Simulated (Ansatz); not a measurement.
# HfO2 (P2_1/c) in Ansatz: further runs

The runs below take HfO2 through band structure, with RPBE, revPBE.

Program: Ansatz 0.2.0. These are calculated values, not measurements. Logs are shortened: lines on timing, memory, paths and dates and some standing lists are left out, and cuts for length are marked.

**Experimental background.**

“Temperature dependence of self-trapped exciton luminescence in nanostructured hafnia powder”, 2021, arxiv:2112.02602 quotes, for a bulk crystal of HfO2: band gap 5.54 eV (indirect).

The runs below are set against these values where they give the same quantity.

## (1) The crystal as given

Symmetry: P2_1/c, No. 14, monoclinic system. The conventional cell has a = 5.118 Å, b = 5.186 Å, c = 5.284 Å, α = 90.00°, β = 99.35°, γ = 90.00°. Hf (site symmetry 1) is surrounded by 7 O at 2.03 to 2.25 Å. O (site symmetry 1) has 3 Hf at 2.03 to 2.12 Å as nearest neighbours. O (site symmetry 1) is surrounded by 4 Hf at 2.14 to 2.25 Å.

## (2) Band structure, RPBE

File input.yaml:

```yaml
crystal:
  lattice:
    - [5.118, 0.0, 0.0]
    - [0.0, 5.1857, 0.0]
    - [-0.8586630598, 0.0, 5.2138671406]
  atoms:
    - { symbol: Hf, position: [0.2755, 0.4603, 0.708] }
    - { symbol: Hf, position: [0.7245, 0.9603, 0.792] }
    - { symbol: Hf, position: [0.7245, 0.5397, 0.292] }
    - { symbol: Hf, position: [0.2755, 0.0397, 0.208] }
    - { symbol: O, position: [0.0742, 0.1684, 0.8467] }
    - { symbol: O, position: [0.9258, 0.6684, 0.6533] }
    - { symbol: O, position: [0.9258, 0.8316, 0.1533] }
    - { symbol: O, position: [0.0742, 0.3316, 0.3467] }
    - { symbol: O, position: [0.4487, 0.7419, 0.9801] }
    - { symbol: O, position: [0.5513, 0.2419, 0.5199] }
    - { symbol: O, position: [0.5513, 0.2581, 0.0199] }
    - { symbol: O, position: [0.4487, 0.7581, 0.4801] }
hamiltonian:
  xc: rpbe
  pseudopotentials: { kind: paw }
kpoints:
  mp_grid: { grid: [4, 4, 4] }
  band_path:
    path:
      - [[0.0, 0.0, 0.0], [0.0, 0.0, 0.5], [-0.4327310173, 0.0, 0.5726006525], [-0.5, 0.0, 0.5], [-0.5, 0.5, 0.5], [-0.5672689827, 0.5, 0.4273993475], [-0.5, 0.5, 0.0], [-0.5, 0.0, 0.0], [-0.5672689827, 0.0, 0.4273993475]]
      - [[-0.4327310173, 0.5, 0.5726006525], [0.0, 0.5, 0.5], [0.0, 0.5, 0.0]]
      - [[0.0, 0.0, 0.5], [0.0, 0.5, 0.5]]
    npoints: 10
scf:
  occupations: { method: fermi_dirac, width: 0.05 }
  n_extra_bands: 30
output:
  forces: true
  stress: true
  eigenvalues: true
  fatbands: true
```

Potentials or basis: Ansatz PAW.

The run is started by

```console
> ansatz run input.yaml --threads 4 --pin off --max-ram 11264MiB --backend cpu --events-out ev --progress --plain --runs-dir out
```

The program printed:

```text
Warning: RAYON_NUM_THREADS=4 ignored (pool sized by the plan → 4); use --threads N
scf.n_extra_bands = 30 over 76 filled bands (N_el = 152.0): the run solves 106 bands
Engine: ansatz 0.2.0, aarch64-unknown-linux-gnu
Pseudopotentials: kind: paw
Pseudopotential: Hf, paw, valence charge 26, recommended cutoff 420 eV (normal), Hf.paw.azcp
Pseudopotential: O, paw, valence charge 6, recommended cutoff 420 eV (normal), O.paw.azcp
Functional definition: RPBE
  parameter kappa = 0.804
  parameter beta = 0.06672455060314922
  exchange = rpbe_x(kappa = kappa, mu = beta*pi^2/3)
  correlation = pbe_c(beta = beta)
Crystal: 12 atoms, lattice volume = 138.378 Å³
Basis set: ecut = 420 eV, 2699 PW (Γ), exchange–correlation on 72×72×72 points (8 copies of the dense FFT grid, shifted against one another)
Bands: 106, of which v1, the nominal top of the filled ones, is band 76 counted from 1 (75 counted from 0)
Symmetry: 4 space group operations
Space group: P21/c (ITA 14), of the structure as read, at distance tolerance 5.2e-5 Å
k-points: 30 of 64
Non-local potential: Hf, projectors of the file, l = 0: 3, l = 1: 2, l = 2: 2, l = 3: 3
Non-local potential: O, projectors of the file, l = 0: 2, l = 1: 2, l = 2: 1
PAW form: soft (Blöchl's): semilocal exchange-correlation on the pseudo side does not see the compensation charge
PAW frozen core: Hf, regenerated for the run's functional, and the local potential with it (the file was generated under x = pbe(κ = 0.804, μ = 0.2195149727645171), c = pbe(β = 0.06672455060314922))
PAW frozen core: O, regenerated for the run's functional, and the local potential with it (the file was generated under x = pbe(κ = 0.804, μ = 0.2195149727645171), c = pbe(β = 0.06672455060314922))
PAW one-centre angular grid: Hf, 590 points (default); XC on 64 Gauss nodes
PAW one-centre angular grid: O, 110 points (default); XC on 64 Gauss nodes
Initial density: superposition of atomic densities (neutral atoms: chi_scale 0, normalization atom), corrected by the library's trained network
Initial wavefunctions: pseudopotential atomic-orbital guess
Functional: x = rpbe, c = pbe(β = 0.06672455060314922)
SCF iter   1: F=—  HF=-67509.725419 eV  |F-HF|=—  |Δ(HF+E_count)|=         —  Δρ=4.76e-3  dr2=2.37e-2  ethr=1.77e-3  ⟨swp⟩=5.1  Hψ=10311  notcnv=0  defer=451
preconditioner: auto → Resta (q_TF=auto, 2.771 Å⁻¹)  ε∞=4.3  [insulator: Δε(μ)=4.291 eV  Ē_g=20.897 eV  σ=0.050 eV  W_gap=1.00  n_scr=52 (ndim 8)  ℏωp=37.9 eV  f_vac=0.076  D(μ)=0.00/eV (n_scr^D=0)  ε∞_Penn≈4.3]
SCF iter   2: F=—  HF=-67509.724702 eV  |F-HF|=—  |Δ(HF+E_count)|=   7.18e-4  Δρ=2.45e-3  dr2=4.02e-3  ethr=1.56e-5  ⟨swp⟩=2.0  Hψ=5346  notcnv=0  defer=499
SCF iter   3: F=—  HF=-67509.725903 eV  |F-HF|=—  |Δ(HF+E_count)|=   1.20e-3  Δρ=1.06e-3  dr2=1.32e-3  ethr=2.65e-6  ⟨swp⟩=2.0  Hψ=2971  notcnv=0  defer=499
SCF iter   4: F=—  HF=-67509.726317 eV  |F-HF|=—  |Δ(HF+E_count)|=   4.13e-4  Δρ=2.28e-4  dr2=8.24e-5  ethr=8.66e-7  ⟨swp⟩=2.0  Hψ=4217  notcnv=0  defer=499
SCF iter   5: F=—  HF=-67509.726358 eV  |F-HF|=—  |Δ(HF+E_count)|=   4.13e-5  Δρ=1.72e-4  dr2=3.47e-5  ethr=5.42e-8  ⟨swp⟩=2.0  Hψ=4737  notcnv=0  defer=499
SCF iter   6: F=—  HF=-67509.726382 eV  |F-HF|=—  |Δ(HF+E_count)|=   2.39e-5  Δρ=3.88e-5  dr2=2.56e-6  ethr=2.28e-8  ⟨swp⟩=2.0  Hψ=4253  notcnv=0  defer=499
SCF iter   7: F=—  HF=-67509.726386 eV  |F-HF|=—  |Δ(HF+E_count)|=   3.71e-6  Δρ=2.79e-5  dr2=9.20e-7  ethr=1.68e-9  ⟨swp⟩=2.0  Hψ=4598  notcnv=0  defer=499
SCF iter   8: F=—  HF=-67509.726386 eV  |F-HF|=—  |Δ(HF+E_count)|=   1.17e-7  Δρ=1.16e-5  dr2=1.62e-7  ethr=6.05e-10  ⟨swp⟩=2.0  Hψ=4733  notcnv=0  defer=499
SCF iter   9: F=-67509.726386 eV  HF=-67509.726386 eV  |F-HF|=2.15e-8  |Δ(HF+E_count)|=   4.75e-7  Δρ=2.47e-6  dr2=9.76e-9  ethr=6.58e-11  ⟨swp⟩=10.1  Hψ=15616  notcnv=0
SCF 1 converged in 9 iterations: F = -67509.726386 eV  dr2 = 9.76e-9
NSCF: frozen V_eff on 113 k-points
SCF converged after 9 iterations
Free energy (F): -67509.726386 eV
Harris-Foulkes:  -67509.726386 eV  (|F-HF|=2.15e-8)
Internal energy: -67509.726386 eV  (E = F + TS)
E sigma→0 (E₀):  -67509.726386 eV
Fermi energy:    16.407753 eV
--- Per-component energies (eV) ---
  E_band       = 31.012419
  E_kinetic    = 3097.564678
  E_local      = -24592.560698  (includes V_loc(G=0)·N_el)
  E_nonlocal   = -4600.715418
  E_hartree    = 11264.111424
  E_xc         = -1797.856717
  E_vxc        = -1822.798071  (∫ρ·V_xc dr)
  E_paw        = -29034.016384  (= ΣΔE_a)
  E_vpaw       = 5421.278709  (= ΣTr[D̂ρ^β])
  E_aug_tail   = 0.019697  (compensation charges beyond the density's cutoff)
  E_ewald      = -21845.361851
  E_core_change = -0.911118  (= ΣΔE_core)
  E_smearing   = -0.000000  (= −TS)
  E_closure    = -0.000000  (closes the sum)
  Σ components = -67509.726386   (vs F -67509.726386, Δ=0.00e0)
--- Forces (eV/Å), atoms counted from 1 ---
  atom   1  Hf     0.21777381     0.01898655     0.10863423
  atom   2  Hf    -0.21777381     0.01898655    -0.10863423
  atom   3  Hf    -0.21777381    -0.01898655    -0.10863423
  atom   4  Hf     0.21777381    -0.01898655     0.10863423
  atom   5  O     -0.42503850    -0.18167770    -0.19716128
  atom   6  O      0.42503850    -0.18167770     0.19716128
  atom   7  O      0.42503850     0.18167770     0.19716128
  atom   8  O     -0.42503850     0.18167770    -0.19716128
  atom   9  O     -0.19326695     0.02918127    -0.07259856
  atom  10  O      0.19326695     0.02918127     0.07259856
  atom  11  O      0.19326695    -0.02918127     0.07259856
  atom  12  O     -0.19326695    -0.02918127    -0.07259856
  max |Σ_I F_I| component: 5.55e-17 eV/Å
--- Stress (GPa, compression-positive) ---
       10.703117       0.000000       0.695621
        0.000000      10.162383       0.000000
        0.695621       0.000000      11.337069
  P = ⅓ Tr σ = 10.7342 GPa (107.342 kbar)
--- Band table (eV; the first three rows and the last of 30) ---
  k-point 0: bands = ["-46.0948", "-46.0754", "-46.0719", "-46.0713", "-15.1800", "-15.1521", "-15.1260", "-14.9352", "-14.8682", "-14.8258", "-14.8073", "-14.7694", "-14.7353", "-14.7351", "-14.6796", "-14.6259", "-3.8748", "-2.5634", "-2.4043", "-2.4030", "-1.9173", "-1.8992", "-1.7977", "-1.6756", "4.0477", "4.0579", "4.0579", "4.0589", "4.0641", "4.0696", "4.0743", "4.0748", "4.0786", "4.0790", "4.0810", "4.0852", "4.0856", "4.0872", "4.0919", "4.0963", "4.0991", "4.1008", "4.1015", "4.1042", "4.1078", "4.1152", "4.1180", "4.1278", "4.1366", "4.1477", "4.1579", "4.1971", "8.8646", "8.9678", "9.4825", "9.6558", "9.7651", "10.1284", "10.9326", "11.2037", "11.3496", "11.5320", "11.6116", "11.7266", "12.3168", "12.4071", "12.4817", "12.4863", "12.7077", "13.1615", "13.2423", "13.2953", "13.7792", "13.7952", "14.1312", "14.2679", "18.9640", "19.4880", "19.6815", "19.8932", "20.0535", "20.3090", "20.6566", "20.7167", "20.9676", "21.0427", "21.6377", "21.6674", "21.9049", "22.2991", "22.7944", "23.2507", "23.3793", "23.7128", "24.5218", "24.6985", "25.3209", "26.7988", "26.8593", "26.9725", "28.0066", "28.1964", "28.8322", "28.9861", "29.0058", "29.4270"]
  k-point 1: bands = ["-46.0918", "-46.0777", "-46.0720", "-46.0719", "-15.1394", "-15.0981", "-15.0919", "-14.9712", "-14.9096", "-14.8094", "-14.8081", "-14.7937", "-14.7410", "-14.7242", "-14.6893", "-14.6804", "-3.6381", "-2.5078", "-2.4962", "-2.3854", "-2.0226", "-1.9191", "-1.8849", "-1.7219", "4.0460", "4.0511", "4.0602", "4.0614", "4.0620", "4.0699", "4.0748", "4.0768", "4.0778", "4.0802", "4.0810", "4.0843", "4.0857", "4.0893", "4.0915", "4.0938", "4.0969", "4.1004", "4.1019", "4.1078", "4.1116", "4.1121", "4.1249", "4.1258", "4.1358", "4.1461", "4.1535", "4.1825", "9.0512", "9.2813", "9.7461", "9.8319", "10.0591", "10.2941", "10.6657", "10.9905", "11.0233", "11.4794", "11.6886", "11.8013", "12.0346", "12.3319", "12.3362", "12.6013", "12.8145", "12.8807", "13.0154", "13.3980", "13.5092", "13.7202", "13.9538", "14.0596", "19.0442", "19.3761", "19.4839", "19.9170", "20.3546", "20.3933", "20.8845", "20.9888", "21.2156", "21.2504", "21.3798", "21.7346", "22.2113", "22.5147", "22.6216", "23.3266", "23.3664", "23.8246", "24.2070", "24.7197", "25.1178", "25.7165", "26.9871", "27.5538", "28.0888", "28.2703", "28.7212", "28.9348", "29.0779", "29.9084"]
  k-point 2: bands = ["-46.0846", "-46.0846", "-46.0721", "-46.0721", "-15.0436", "-15.0436", "-15.0313", "-15.0313", "-14.9275", "-14.9275", "-14.7751", "-14.7751", "-14.7502", "-14.7502", "-14.7085", "-14.7085", "-3.0577", "-3.0577", "-2.3758", "-2.3758", "-2.0097", "-2.0097", "-1.8648", "-1.8648", "4.0453", "4.0453", "4.0616", "4.0616", "4.0679", "4.0679", "4.0751", "4.0751", "4.0768", "4.0768", "4.0828", "4.0828", "4.0887", "4.0887", "4.0921", "4.0921", "4.0972", "4.0972", "4.1019", "4.1019", "4.1169", "4.1169", "4.1348", "4.1348", "4.1404", "4.1404", "4.1519", "4.1519", "9.5627", "9.5627", "10.0705", "10.0705", "10.1803", "10.1803", "10.7514", "10.7514", "11.1620", "11.1620", "11.5058", "11.5058", "11.9654", "11.9654", "12.4058", "12.4058", "12.7611", "12.7611", "13.2905", "13.2905", "13.4875", "13.4875", "13.8068", "13.8068", "19.1911", "19.1911", "19.6114", "19.6114", "20.5437", "20.5437", "21.1262", "21.1262", "21.1784", "21.1784", "21.9912", "21.9912", "22.3288", "22.3288", "23.2326", "23.2326", "23.5064", "23.5064", "24.2599", "24.2599", "24.9314", "24.9314", "27.4911", "27.4911", "28.3769", "28.3769", "28.6115", "28.6115", "29.8170", "29.8170"]
  k-point 29: bands = ["-46.0813", "-46.0813", "-46.0754", "-46.0754", "-15.1580", "-15.1580", "-15.1291", "-15.1291", "-14.8009", "-14.8009", "-14.7368", "-14.7368", "-14.7344", "-14.7344", "-14.6695", "-14.6695", "-3.0114", "-3.0114", "-2.6861", "-2.6861", "-1.8284", "-1.8284", "-1.7703", "-1.7703", "4.0543", "4.0543", "4.0610", "4.0610", "4.0700", "4.0700", "4.0708", "4.0708", "4.0839", "4.0839", "4.0844", "4.0844", "4.0879", "4.0879", "4.0950", "4.0950", "4.0970", "4.0970", "4.0972", "4.0972", "4.1102", "4.1102", "4.1234", "4.1234", "4.1372", "4.1372", "4.1556", "4.1556", "9.7785", "9.7785", "10.0597", "10.0597", "10.3772", "10.3772", "10.7479", "10.7479", "11.5086", "11.5086", "11.6224", "11.6224", "11.9609", "11.9609", "12.0449", "12.0449", "12.7626", "12.7626", "13.0911", "13.0911", "13.2743", "13.2743", "13.5636", "13.5636", "19.0034", "19.0034", "19.6957", "19.6957", "20.0787", "20.0787", "20.4812", "20.4812", "21.3236", "21.3236", "21.4324", "21.4324", "22.6648", "22.6648", "23.5637", "23.5637", "24.2657", "24.2657", "24.7382", "24.7382", "25.6358", "25.6358", "25.9760", "25.9760", "27.0042", "27.0042", "27.3479", "27.3479", "30.6665", "30.6665"]
```

Wall time 44 s (4 threads of Arm Neoverse V1, shared host); peak memory 1.1 GiB.

Results:

```yaml
Free_energy: -67509.7264 eV
Pressure: 10.7 GPa
Largest_force: 0.503 eV/Å
Band_gap_on_the_k_mesh: 4.24 eV, indirect (least direct gap 4.33 eV)
Band_gap_along_the_path: 4.24 eV, indirect (least direct gap 4.31 eV)
```

Forces on the atoms (eV/Å):
```
Hf   0.218  0.019  0.109
Hf  -0.218  0.019 -0.109
Hf  -0.218 -0.019 -0.109
Hf   0.218 -0.019  0.109
O   -0.425 -0.182 -0.197
O    0.425 -0.182  0.197
O    0.425  0.182  0.197
O   -0.425  0.182 -0.197
O   -0.193  0.029 -0.073
O    0.193  0.029  0.073
O    0.193 -0.029  0.073
O   -0.193 -0.029 -0.073
```

Stress tensor (GPa, compression positive):
```
10.70  0.00  0.70
 0.00 10.16  0.00
 0.70  0.00 11.34
```

Levels at the corners of the path, in eV from the valence-band top:
```
point  band 74  band 75  band 76  band 77  band 78  band 79
    Γ    -0.47    -0.14     0.00     4.70     5.22     5.41
    Y    -0.78    -0.46    -0.46     4.92     4.92     5.34
    H    -0.71    -0.62    -0.34     4.47     4.67     5.57
    C    -0.92    -0.49    -0.49     4.56     4.56     5.66
    E    -0.99    -0.70    -0.70     4.74     4.74     5.43
   M1    -0.98    -0.67    -0.67     4.75     4.75     5.46
    A    -0.85    -0.56    -0.56     4.95     4.95     5.40
    X    -0.53    -0.46    -0.09     4.24     5.28     5.36
   H1    -0.71    -0.62    -0.34     4.47     4.67     5.57
    M    -0.98    -0.67    -0.67     4.75     4.75     5.46
    D    -0.89    -0.59    -0.59     5.10     5.10     5.27
    Z    -0.78    -0.40    -0.40     5.22     5.22     5.70
    Y    -0.78    -0.46    -0.46     4.92     4.92     5.34
    D    -0.89    -0.59    -0.59     5.10     5.10     5.27
```

Caveat: the pressure holds a Pulay correction of +0.7 GPa for the finite cutoff; spin-orbit coupling is left out, which moves the levels of the heavy elements; the PAW data sets come from PBE, with cores solved anew for the run's functional, which leaves a small shift of forces and pressure.

(Part 1 of 2 ends here.)
